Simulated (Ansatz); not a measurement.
TaS2: equation of state with PBE+D3(BJ)

Crystal: TaS2.

```
CELL_PARAMETERS angstrom
3.35000 0.00000 0.00000
-1.67500 2.90119 0.00000
0.00000 0.00000 5.86000
ATOMIC_POSITIONS crystal
Ta 0.00000 0.00000 0.00000
S 0.66667 0.33333 0.75000
S 0.33333 0.66667 0.25000
```

```json
{
  "Program": "Ansatz 0.2.0",
  "Task": "equation of state",
  "Functional": "PBE",
  "Dispersion": "D3(BJ)",
  "Potentials or basis": "Ansatz PAW",
  "Cutoff": "420 eV",
  "Density cutoff": "1680 eV",
  "k mesh": "9 × 9 × 5",
  "Occupations": "fermi-dirac, width 0.05 eV",
  "Spin": "no spin polarisation"
}
```

```
Equilibrium volume                        : 19.74 Å³/atom
Bulk modulus at fixed shape and positions : 130 GPa
Pressure derivative of the bulk modulus   : 4.1
```

Energy against volume, from the lowest point:
```
volume (Å³/atom)  energy (meV/atom)
          17.845              87.26
          18.225              53.79
          18.605              29.13
          18.984              12.44
          19.364               2.96
          19.744               0.00
          20.123               2.95
```

All runs of the series together: 10 s on 2 threads of Arm Neoverse V1 (shared host).

Caveat: the cell was scaled at fixed shape and fractional positions, which overstates the stiffness of a crystal with free parameters, most of all of layers and chains. The run has no spin-orbit coupling, so splittings on Ta are missing.
